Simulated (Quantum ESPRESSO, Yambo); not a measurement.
# Excitons of InP (F-43m) on ever denser meshes, part 2 of 4

Aim: follow the lowest exciton of InP (F-43m) as the mesh is refined.

Quantum ESPRESSO 7.5 and Yambo 5.3.0; PBE and many-body steps on it, plane waves. Known limits of the many-body steps: not at the basis limit; mesh may overstate the screening; no spin-orbit coupling; coarse k mesh; bindings not settled in the k mesh.

So far. Step 4 (Screening and self-energy, 4×4×4 mesh, 127 bands …): The gap on the mesh goes from 0.69 eV to 1.37 eV, a correction of +0.69 eV. Step 5 (Empty states on the mesh, 4×4×4 mesh, 24 bands): On this mesh the gap is 0.686 eV.

**7. Excitons**

Light makes an electron and a hole together. The Bethe-Salpeter equation adds their screened attraction and their exchange, in a window of bands around the gap.

This step: Bethe-Salpeter equation on PBE with a scissors shift, plane waves, norm-conserving pseudopotentials.

The input, bse3.in:

```
optics
bss
bse
em1s
dipoles
rim_cut
RandQpts= 1000000
RandGvec= 1 RL
Chimod= "HARTREE"
BSKmod= "SEX"
BSEmod= "resonant"
BSSmod= "d"
BSENGexx= 20 Ry
BSENGBlk= 4 Ry
% BSEQptR
 1 | 1 |
%
% BSEBands
 11 | 14 |
%
% BEnRange
 0 | 4 | eV
%
% BDmRange
 0.1 | 0.1 | eV
%
BEnSteps= 81
% BLongDir
 1 | 0 | 0 |
%
% BndsRnXs
 5 | 24 |
%
NGsBlkXs= 4 Ry
% LongDrXs
 1 | 1 | 1 |
%
% KfnQP_E
 0.688 | 1.0 | 1.0 |
%
WRbsWF
FFTGvecs= 36 Ry
```

Command:

```console
> OMP_NUM_THREADS=1 mpirun -n 8 yambo -F bse3.in -J bse3 -C bse3 > bse3.log
```

Output:

```text
 Yambo, version 5.3.0

 [02] CORE Variables Setup
 =========================

  [... cell, symmetries and grids as in the set-up ...]

  [02.05] Energies & Occupations
  ==============================

  [X] === General ===
  [X] Electronic Temperature                        :  0.000000  0.000000 [eV K]
  [X] Bosonic    Temperature                        :  0.000000  0.000000 [eV K]
  [X] Finite Temperature mode                       : no
  [X] El. density                                   :  0.51453E+24 [cm-3]
  [X] Fermi Level                                   :  8.260446 [eV]

  [X] === Gaps and Widths ===
  [X] Conduction Band Min                           :  0.686429 [eV]
  [X] Valence Band Max                              :  0.000000 [eV]
  [X] Filled Bands                                  :  13
  [X] Empty Bands                                   :  14  24
  [X] Direct Gap                                    :  0.686429 [eV]
  [X] Direct Gap localized at k                     :  1
  [X] Indirect Gap                                  :  0.686429 [eV]
  [X] Indirect Gap between kpts                     :  1  1
  [X] Last valence band width                       :  2.892736 [eV]
  [X] 1st conduction band width                     :  3.606219 [eV]

 [03] Transferred momenta grid and indexing
 ==========================================

 [BZ sampling] Q-grid is User defined and/or read from the database

 IBZ Q-points                                      :   8
 BZ  Q-points                                      :   64

 K/Q-points units:
 rlu = crystal or reduced units; cc = cartesian coordinates; iku = interal k-units

 Q [1]          [rlu]:  0.000000  0.000000  0.000000
 Q [2]          [rlu]:  0.92257E-17  0.92257E-17  0.25000
 Q [3]          [rlu]: -0.18451E-16 -0.18451E-16 -0.50000
 Q [4]          [rlu]: -0.20327E-17  0.25000      0.25000
 Q [5]          [rlu]: -0.25051E-16  0.25000      0.50000
 Q [6]          [rlu]: -0.73963E-16  0.25000     -0.25000
 Q [7]          [rlu]:  0.40653E-17 -0.50000     -0.50000
 Q [8]          [rlu]:  0.250000 -0.500000 -0.250000

  [03.01] X + BSE indexes
  =======================

   [03.01.01] Sigma indexes
   ========================

 [04] Coloumb potential Random Integration (RIM)
 ===============================================

  [04.01] RIM initialization
  ==========================

  * Diagonal components only detected *

  8 x (sBL volume)        :  0.090926 [a.u.]
  sBZ random points       :  1000000
  Points outside the sBZ  :   7996195
  RL volume               :  0.727407 [a.u.]
  Integrated volume       :  0.727753 [a.u.]

  [04.02] RIM integrals
  =====================

  Gamma point sphere radius             :  0.081567 [a.u.]
  Points outside the sphere             :   799659
  [Int_sBZ(q=0) 1/q^2]*(Vol_sBZ)^(-1/3) =:  7.764404
                                 should be <:  7.795600

  Summary of Coulomb integrals for non-metallic bands |Q|[au] RIM/Bare

  Q [1] 0.100000E-4 0.995998 * Q [2] 0.245324 1.064860
  Q [4] 0.283276 1.063169 * Q [6] 0.400612 1.026099
  Q [5] 0.469759 1.019144 * Q [3] 0.490648 1.017217
  Q [7] 0.566551 1.014132 * Q [8] 0.633423 1.011005

 [05] External/Internal QP corrections
 =====================================

 [QP_apply] Action to be applied: USER defined scissor

  [05.01]  QP corrections report
  ==============================

  [K+QP] === General ===
  [K+QP] Electronic Temperature                     :  0.000000  0.000000 [eV K]
  [K+QP] Bosonic    Temperature                     :  0.000000  0.000000 [eV K]
  [K+QP] Finite Temperature mode                    : no
  [K+QP] El. density                                :  0.51453E+24 [cm-3]
  [K+QP] Fermi Level                                :  0.000000 [eV]

  [K+QP] === Gaps and Widths ===
  [K+QP] Conduction Band Min                        :  1.374429 [eV]
  [K+QP] Valence Band Max                           :  0.000000 [eV]
  [K+QP] Filled Bands                               :  13
[...]
io_BSS_diago :      0.0050s P1 ( 2 calls,   2.491 msec avg) [MAX]      0.0001s P2 ( 2 calls,   0.057 msec avg) [min]
                          BSE components folding :      0.0002s P1 [MAX]      0.0002s P4 [min]
                                    scatter_Gamp :      0.0002s P4 ( 8 calls,   0.026 msec avg) [MAX]      0.0002s P5 ( 8 calls,   0.025 msec avg) [min]
                              BSE matrix (REDUX) :      0.0003s P8 [MAX]      0.0003s P6 [min]
                                       X (REDUX) :      0.0055s P8 ( 8 calls,   0.689 msec avg) [MAX]      0.0004s P2 ( 8 calls,   0.053 msec avg) [min]
                                    PP_uspp_init :      0.0005s P6 (16 calls,   0.031 msec avg) [MAX]      0.0004s P5 (16 calls,   0.027 msec avg) [min]
                                  eval_G_minus_G :      0.0011s P5 [MAX]      0.0010s P3 [min]
                                      Xo (REDUX) :      0.0898s P8 ( 8 calls,  11.231 msec avg) [MAX]      0.0011s P1 ( 8 calls,   0.138 msec avg) [min]
                                   X (procedure) :      0.0070s P1 ( 8 calls,   0.878 msec avg) [MAX]      0.0016s P6 ( 8 calls,   0.204 msec avg) [min]
                          MATRIX transfer (NONE) :      0.0022s P8 ( 2 calls,   1.114 msec avg) [MAX]      0.0019s P1 ( 2 calls,   0.957 msec avg) [min]
                                     K_WF_phases :      0.0127s P7 [MAX]      0.0028s P5 [min]
                             PARALLEL_lin_system :      0.0045s P2 ( 8 calls,   0.557 msec avg) [MAX]      0.0041s P4 ( 8 calls,   0.510 msec avg) [min]
                                     BSE dipoles :      0.0042s P2 [MAX]      0.0041s P8 [min]
                                        io_QINDX :      0.0103s P1 ( 5 calls,   2.064 msec avg) [MAX]      0.0052s P2 ( 3 calls,   1.728 msec avg) [min]
                            X T_space Kernel sum :      0.0342s P5 (32 calls,   1.069 msec avg) [MAX]      0.0056s P8 (32 calls,   0.176 msec avg) [min]
                                      T_space IP :      0.0063s P6 [MAX]      0.0062s P3 [min]
                                           io_BS :      0.0071s P1 (29 calls,   0.244 msec avg) [MAX]      0.0063s P2 (29 calls,   0.217 msec avg) [min]
                                     io_KB_pwscf :      0.0089s P5 ( 7 calls,   1.272 msec avg) [MAX]      0.0071s P3 ( 6 calls,   1.188 msec avg) [min]
                                            io_X :      0.0359s P1 (25 calls,   1.436 msec avg) [MAX]      0.0093s P7 (25 calls,   0.373 msec avg) [min]
                                 bz_samp_indexes :      0.0105s P3 [MAX]      0.0105s P6 [min]
                                      io_DIPOLES :      0.0191s P1 (19 calls,   1.005 msec avg) [MAX]      0.0116s P3 (15 calls,   0.775 msec avg) [min]
                               T_space CORR Osc. :      0.0250s P5 (16 calls,   1.563 msec avg) [MAX]      0.0152s P7 (16 calls,   0.949 msec avg) [min]
              PARALLEL_HERMITIAN_diagonalization :      0.0167s P1 [MAX]      0.0165s P8 [min]
                                         io_GROT :      0.0176s P6 ( 2 calls,   8.778 msec avg) [MAX]      0.0172s P8 ( 2 calls,   8.605 msec avg) [min]
                                  LINEAR ALGEBRA :      0.0232s P2 ( 9 calls,   2.575 msec avg) [MAX]      0.0187s P5 [min]
                                       FFT_setup :      0.0276s P2 (21 calls,   1.314 msec avg) [MAX]      0.0253s P5 (20 calls,   1.265 msec avg) [min]
                                    Diago Solver :      0.0328s P1 [MAX]      0.0271s P6 [min]
                                     io_fragment :      0.0344s P1 (64 calls,   0.538 msec avg) [MAX]      0.0273s P3 (52 calls,   0.526 msec avg) [min]
                                     WF_load_FFT :      0.0328s P1 (17 calls,   1.930 msec avg) [MAX]      0.0299s P5 (16 calls,   1.868 msec avg) [min]
                                           io_WF :      0.0434s P1 (64 calls,   0.677 msec avg) [MAX]      0.0393s P5 (60 calls,   0.656 msec avg) [min]
                                T_space EXX Osc. :      0.0473s P1 (11 calls,   4.296 msec avg) [MAX]      0.0419s P7 (10 calls,   4.193 msec avg) [min]
                                  DIPOLE_g_space :      0.0740s P1 [MAX]      0.0642s P8 [min]
                                X T_space Kernel :      0.1204s P5 [MAX]      0.0919s P8 [min]
                                  Xo (procedure) :      0.2237s P5 ( 8 calls,  27.963 msec avg) [MAX]      0.1542s P8 ( 8 calls,  19.272 msec avg) [min]
                                             RIM :      0.4712s P6 [MAX]      0.4701s P5 [min]
                                         Dipoles :      1.0896s P5 [MAX]      1.0895s P6 [min]

 [11] Game Over & Game summary
```

Wall time 2.8 s (8 MPI ranks of Arm Neoverse V2, shared host); peak memory 2 GiB.

Numbers from this step:

```
transitions in the window                                      : 192
direct gap of the transition levels                            : 1.374 eV
lowest state                                                   : 1.332 eV
first strong exciton (over a fiftieth of the strongest listed) : 1.332 eV
binding of the lowest state below the direct gap               : 0.04260 eV
Coulomb term of one mesh cell                                  : 0.06461 eV
```

The binding is 0.66 times the screened Coulomb term of one mesh cell (0.06 eV), so it is not shown settled.

The lowest state lies at 1.332 eV, 0.043 eV under the direct gap.

Lines within 3 meV are set at the lowest of them, and the highest group, which the list may cut short, is left out. Exciton lines, with heights relative to the strongest:

```
position (eV)  lines merged  strength, relative
        1.332             3                 100
        2.889             3                  75
        2.943             3                 0.0
        2.966             2                 0.0
        2.995             8                 0.0
```

Field along x; broadening 0.1 eV; transition window only. Limits: finite bands, cutoff and mesh; mesh may overstate the screening; no spin-orbit coupling; coarse k mesh; exciton not shown settled in the k mesh. Table of ε₂ by photon energy; read off at these points:

```
photon energy (eV)    BSE  no electron-hole interaction
              0.00  0.833                         0.709
              0.15   1.03                         0.870
              0.30   1.32                          1.10
              0.40   1.58                          1.31
              0.55   2.18                          1.77
              0.70   3.22                          2.56
              0.85   5.31                          4.06
              0.95   8.11                          5.98
              1.10   19.4                          13.0
              1.25   73.1                          43.0
              1.35    119                           103
              1.40   84.1                           102
              1.50   32.5                          42.6
              1.65   11.7                          13.2
              1.80   6.22                          6.35
              1.95   4.28                          4.02
              2.05   3.76                          3.33
              2.20   3.67                          2.91
              2.35   4.43                          3.04
              2.50   6.83                          3.84
              2.60   10.9                          5.05
              2.75   32.2                          9.65
              2.90   91.6                          28.6
              3.05   29.7                          73.0
              3.15   17.1                          53.3
              3.30   7.05                          16.1
              3.45   4.07                          6.72
              3.60   2.96                          3.99
              3.70   2.65                          3.21
              3.85   2.59                          2.71
              4.00   3.07                          2.75
```

**8. Triplet (no exchange term)**

bse4.in, as its differences from bse3.in of step 7:

```diff
@@ -12,3 +12,3 @@
 BSSmod= "d"
-BSENGexx= 20 Ry
+BSENGexx= 1 RL
 BSENGBlk= 4 Ry
```

Command:

```console
> OMP_NUM_THREADS=1 mpirun -n 8 yambo -F bse4.in -J bse4,bse3_W -C bse4 > bse4.log
```

Output:

```text
 Yambo, version 5.3.0

 [02] CORE Variables Setup
 =========================

  [... cell, symmetries and grids as in the set-up ...]

  [02.05] Energies & Occupations
  ==============================

  [X] === General ===
  [X] Electronic Temperature                        :  0.000000  0.000000 [eV K]
  [X] Bosonic    Temperature                        :  0.000000  0.000000 [eV K]
  [X] Finite Temperature mode                       : no
  [X] El. density                                   :  0.51453E+24 [cm-3]
  [X] Fermi Level                                   :  8.260446 [eV]

  [X] === Gaps and Widths ===
  [X] Conduction Band Min                           :  0.686429 [eV]
  [X] Valence Band Max                              :  0.000000 [eV]
  [X] Filled Bands                                  :  13
  [X] Empty Bands                                   :  14  24
  [X] Direct Gap                                    :  0.686429 [eV]
  [X] Direct Gap localized at k                     :  1
  [X] Indirect Gap                                  :  0.686429 [eV]
  [X] Indirect Gap between kpts                     :  1  1
  [X] Last valence band width                       :  2.892736 [eV]
  [X] 1st conduction band width                     :  3.606219 [eV]

 [03] Transferred momenta grid and indexing
 ==========================================

 IBZ Q-points                                      :   8
 BZ  Q-points                                      :   64

 K/Q-points units:
 rlu = crystal or reduced units; cc = cartesian coordinates; iku = interal k-units

 Q [1]          [rlu]:  0.000000  0.000000  0.000000
 Q [2]          [rlu]:  0.92257E-17  0.92257E-17  0.25000
 Q [3]          [rlu]: -0.18451E-16 -0.18451E-16 -0.50000
[...]
BSE dipoles :      0.0045s P4 [MAX]      0.0045s P1 [min]
                                io_QINDX :      0.0055s P6 ( 3 calls,   1.842 msec avg) [MAX]      0.0053s P1 ( 3 calls,   1.755 msec avg) [min]
                              T_space IP :      0.0062s P1 [MAX]      0.0062s P4 [min]
                                   io_BS :      0.0069s P3 (29 calls,   0.238 msec avg) [MAX]      0.0064s P7 (27 calls,   0.237 msec avg) [min]
                              io_DIPOLES :      0.0070s P3 ( 5 calls,   1.402 msec avg) [MAX]      0.0068s P1 ( 5 calls,   1.362 msec avg) [min]
                       T_space CORR Osc. :      0.0253s P5 (16 calls,   1.579 msec avg) [MAX]      0.0154s P7 (16 calls,   0.960 msec avg) [min]
      PARALLEL_HERMITIAN_diagonalization :      0.0172s P1 [MAX]      0.0171s P8 [min]
                             WF_load_FFT :      0.0191s P3 (12 calls,   1.594 msec avg) [MAX]      0.0174s P5 (11 calls,   1.581 msec avg) [min]
                                 io_GROT :      0.0188s P2 ( 2 calls,   9.381 msec avg) [MAX]      0.0181s P6 ( 2 calls,   9.048 msec avg) [min]
                          LINEAR ALGEBRA :      0.0195s P7 [MAX]      0.0195s P1 [min]
                             io_fragment :      0.0222s P3 (37 calls,   0.600 msec avg) [MAX]      0.0210s P5 (35 calls,   0.599 msec avg) [min]
                               FFT_setup :      0.0237s P2 (13 calls,   1.820 msec avg) [MAX]      0.0216s P7 (12 calls,   1.798 msec avg) [min]
                                   io_WF :      0.0283s P2 (42 calls,   0.673 msec avg) [MAX]      0.0257s P5 (38 calls,   0.676 msec avg) [min]
                            Diago Solver :      0.0337s P1 [MAX]      0.0278s P6 [min]
                                    io_X :      0.0290s P4 (24 calls,   1.209 msec avg) [MAX]      0.0288s P2 (24 calls,   1.199 msec avg) [min]
                        T_space EXX Osc. :      0.0501s P2 (11 calls,   4.557 msec avg) [MAX]      0.0453s P6 (10 calls,   4.526 msec avg) [min]
                        X T_space Kernel :      0.1188s P5 [MAX]      0.0899s P8 [min]

 [11] Game Over & Game summary
[key lines of the parts left out:]
Dipoles :      0.0027s P3 [MAX]      0.0026s P4 [min]
```

Run time: 0.91 s. Hardware: 8 MPI ranks; peak memory 0.26 GiB; 6.6 s of CPU time.

The lowest triplet lies at 1.304 eV; without spin-orbit coupling triplets are dark, so no spectrum is read.

**9. Empty states on the mesh, 6×6×6 mesh, 24 bands**

This step: Quantum ESPRESSO 7.5; DFT, PBE, plane waves, norm-conserving pseudopotentials.

The input, pw.in:

```
&control
  calculation = 'nscf'
  prefix = 'x'
  outdir = 'o'
  pseudo_dir = 'pseudo'
/
&system
  ibrav = 0
  nat = 2
  ntyp = 2
  ecutwfc = 80.0
  nbnd = 24
  force_symmorphic = .true.
/
&electrons
  conv_thr = 1e-9
  electron_maxstep = 80
  diago_full_acc = .true.
  diago_thr_init = 5e-6
/
ATOMIC_SPECIES
  In 114.82 In.upf
  P 30.974 P.upf
CELL_PARAMETERS angstrom
  -0.0000000000 2.9343500000 2.9343500000
  2.9343500000 -0.0000000000 2.9343500000
  2.9343500000 2.9343500000 -0.0000000000
ATOMIC_POSITIONS crystal
  In 0.0000000000 0.0000000000 0.0000000000
  P 0.2500000000 0.2500000000 0.2500000000
K_POINTS automatic
  6 6 6 0 0 0
```

Command:

```console
> OMP_NUM_THREADS=1 mpirun -n 8 pw.x -nk 4 -in pw.in > pw.out
```

Output:

```text
[banner, memory and clock lines left out]
Program PWSCF v.7.5 starts

     Atomic positions and unit cell read from directory:
     o/x.save/

     Message from routine setup:
     using ibrav=0 with symmetry is DISCOURAGED, use correct ibrav instead

     bravais-lattice index     =            0
     lattice parameter (alat)  =       7.8420  a.u.
     unit-cell volume          =     341.0062 (a.u.)^3
     number of atoms/cell      =            2
     number of atomic types    =            2
     number of electrons       =        26.00
[...]
-5.7871  -3.2311   8.2604   8.2604   8.2604   8.9469  12.3492  12.3492
    12.3492  16.8336  17.6674  17.6674  19.4792  19.4792  19.4792  22.1665

          k = 0.1179 0.1179-0.1179 (  4101 PWs)   bands (ev):

[...]
k = 0.2357 0.2357-0.2357 (  4128 PWs)   bands (ev):

[...]
-5.7802  -2.1181   3.7083   7.4893   7.4893   9.9042  13.1243  13.1243
    14.5294  17.1650  17.3460  17.3460  22.0915  23.2743  23.2743  23.7778

          k =-0.3536-0.3536 0.3536 (  4140 PWs)   bands (ev):

     [... further k-points ...]

     highest occupied, lowest unoccupied level (ev):     8.2604    8.9469

     XML data file, pseudopotentials, collected wavefunctions
```

Elapsed: 1.7 s, on 8 MPI ranks; peak memory 0.05 GiB; 13 s of CPU time.

Numbers from this step:

* gap: 0.6864 eV
* k of the valence top: 0, 0, 0
* k of the conduction bottom: 0, 0, 0
* least direct gap: 0.6864 eV
* k points computed: 16
* lowest point of the top converged band, above the valence top: 13.91 eV

On this mesh the gap is 0.686 eV.

**10. Conversion and set-up**

This step: Yambo 5.3.0; conversion and set-up on PBE, plane waves, norm-conserving pseudopotentials.

Command:

```console
> (cd o/x.save; p2y > p2y.log; mv SAVE ../..); yambo > setup.log
```

Output:

```text
 Yambo, version 5.3.0

 [02] CORE Variables Setup
 =========================

  [02.01] Unit cells
  ==================

  Cell kind             :  FCC
  Atoms in the cell     :  In  P
  number of In atoms    :  1
  number of P  atoms    :  1

  List of atomic masses
  Mass of In    :  114.8200
  Mass of P     :  30.97400

  List of atomic coordinates    : [cc]
  In1       :  0.000000  0.000000  0.000000  order 1
  P1       :  2.772559  2.772559  2.772559  order 2

  Alat factors          :  5.545118  5.545118  5.545118 [a.u.]
  Direct lattice volume :  341.0062 [a.u.]
[...]
Q [ 1]         [rlu]:  0.000000  0.000000  0.000000
 Q [ 2]         [rlu]:  0.58858E-17  0.58858E-17  0.16667
 Q [ 3]         [rlu]:  0.11772E-16  0.11772E-16  0.33333
[...]
Q [ 8]         [rlu]: -0.18451E-16  0.16667     -0.33333
 Q [ 9]         [rlu]: -0.11772E-16  0.16667     -0.16667
 Q [10]         [rlu]: -0.27102E-17  0.33333      0.33333
     [... 4 further rows ...]
 Q [15]         [rlu]:  0.166667  0.333333 -0.333333
 Q [16]         [rlu]:  0.166667 -0.500000 -0.333333

  [03.01] X indexes
  =================

   [03.01.01] Sigma indexes
   ========================

 [06] Game Over & Game summary
```

Elapsed: 2.6 s, on 1 MPI rank; peak memory 0.25 GiB.

(Continued in part 3 of 4.)

[Paths, hosts, dates, memory and timing lines, banners, echoed tables and standing remarks are left out of the program output.]

[Logs are printed without paths, hosts, clocks, repeated set-up lines and the standing remarks that a program may print on its own settings, such as how far it seeks lower states.]

[Runs of the session that timed out or met a known fault of the program may be left out.]

[Hosts, paths, dates, database ids (printed as entryN), source tags and the programs' standing remarks are cut or masked in the printed files.]
